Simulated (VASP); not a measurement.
# VASP inputs for CdSe (zincblende)

INCAR

```
NSW = 0
LASPH = .TRUE.
GGA = CA
ISIF = 2
PREC = Accurate
LCHARG = .TRUE.
LELF = .TRUE.
ISMEAR = 0
IBRION = -1
LWAVE = .FALSE.
SIGMA = 0.01
ENCUT = 520
EDIFF = 1E-7
NBANDS = 16
NELM = 120
LREAL = .FALSE.
```

KPOINTS

```
KPOINTS created by Atomic Simulation Environment
0
Gamma
8 8 8
0 0 0
```

KPOINTS_OPT

```
special points
6
Reciprocal
0.0000000000 0.0000000000 0.0000000000 1
0.5000000000 0.0000000000 0.5000000000 1
0.5000000000 0.2500000000 0.7500000000 1
0.3750000000 0.3750000000 0.7500000000 1
0.5000000000 0.5000000000 0.5000000000 1
0.6250000000 0.2500000000 0.6250000000 1
```

POSCAR

```
Cd Se
 1.0000000000000000
    -0.0000000000000000    3.0677809653893693    3.0677809653893693
     3.0677809653893693    0.0000000000000000    3.0677809653893693
     3.0677809653893693    3.0677809653893693    0.0000000000000000
 Cd  Se
   1   1
Cartesian
  0.0000000000000000  0.0000000000000000  0.0000000000000000
  1.5338904826946846  1.5338904826946846  1.5338904826946846
```

VASP ran with the recommended LDA PAW datasets (18 valence electrons in the cell).

Q: What does this run give?

A: gap between bands v and c 0.31 eV; least direct gap 0.31 eV; pressure -2.8 GPa.

Band v is the last that the valence electrons fill when counted band by band, and c is the next. Levels in eV from the top of v:

```tsv
point	v−1	v	c	c+1
Γ	0.00	0.00	0.31	5.79
X	-1.80	-1.80	2.98	3.58
W	-2.18	-2.16	4.81	5.05
K	-2.47	-1.47	3.53	4.96
L	-0.73	-0.73	2.16	6.31
```
